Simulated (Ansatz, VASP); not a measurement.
# One calculation of C, two programs

```
CELL_PARAMETERS angstrom
2.57953 0.00000 0.00000
-1.28976 2.23393 0.00000
0.00000 0.00000 28.00000
ATOMIC_POSITIONS crystal
C 0.33333 0.66667 0.50543
C 0.66667 0.33333 0.49457
```

The cell was built by a generator and needn't be a form met in nature.

Alike in both runs: task single point; functional LDA; k mesh 9 × 9 × 1; occupations gaussian, width 0.1 eV; no spin polarisation.

|  | VASP | Ansatz |
| --- | --- | --- |
| version | VASP 6.6.1 | Ansatz 0.2.0 |
| potentials or method | VASP PAW LDA potentials, release 64 (C) | scalar-relativistic, plane waves, PAW |
| plane-wave cutoff (eV) | 520 | 420 |
| valence electrons in the cell | 8 | 8 |

Ansatz gave:

- gap on the k mesh at the Fermi level (eV): none
- rms of the force components (eV/Å): 3.035
- work function, face that differs most (eV): 5.14

Q: Estimate VASP's values.

A: gap on the k mesh at the Fermi level (eV): none; rms of the force components (eV/Å): 3.019; work function, face that differs most (eV): 5.13.

Atom by atom the forces differ by 0.016 eV/Å (rms over components). A gap of «none» marks a metal or a gap that the smearing closes.
